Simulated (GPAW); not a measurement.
**GaAs: phonons with BEEF-vdW**

GaAs:

```
As Ga
1.0
     0.00000    2.82685    2.82685
     2.82685    0.00000    2.82685
     2.82685    2.82685    0.00000
As Ga
1 1
Direct
  0.75000 0.75000 0.75000
  0.00000 0.00000 0.00000
```

```json
{
 "Program": "GPAW 26.7.0",
 "Task": "phonons",
 "Functional": "BEEF-vdW",
 "Potentials or basis": "GPAW PAW data sets (gpaw-data 1.2.1)",
 "Basis": "lcao:dzp",
 "Grid spacing": "0.2 Å",
 "k mesh": "8 × 8 × 8",
 "Occupations": "fermi-dirac, width 0.05 eV",
 "Spin": "no spin polarisation",
 "Maxiter": "100",
 "Convergence": "density=1e-06",
 "Supercell": "1 × 1 × 1",
 "Supercell k mesh": "8 × 8 × 8",
 "Displacement": "0.02",
 "Relaxed first": "ions"
}
```

```json
{"Band gap on the k mesh": "0.61 eV, direct", "Highest phonon frequency at Γ, LO-TO splitting left out": "289 cm⁻¹"}
```

Final structure:
```
As Ga
1.0
     0.00000    2.82685    2.82685
     2.82685    0.00000    2.82685
     2.82685    2.82685    0.00000
As Ga
1 1
Direct
  0.75000 0.75000 0.75000
  0.00000 0.00000 0.00000
```

Levels at points of the mesh, in eV from the valence-band top:
```
           k point  band 2  band 3  band 4  band 5  band 6  band 7
(0.00, 0.00, 0.00)    0.00    0.00    0.00    0.61    3.94    3.94
(0.50, 0.50, 0.00)   -6.77   -2.63   -2.63    1.66    1.88   10.42
(0.50, 0.50, 0.50)   -6.58   -1.12   -1.12    1.12    5.05    5.05
```

Phonon frequencies in cm⁻¹ (negative: imaginary):
| q point | frequencies |
| --- | --- |
| (0.000, 0.000, 0.000) | 0 0 0 289 289 289 |

It took 7.2 min on 1 thread of Arm Neoverse V2, on a shared host, peak memory 0.3 GiB.

Caveat: the LO-TO splitting is left out; the basis of atomic orbitals isn't converged, which shifts pressures, moduli and gaps.
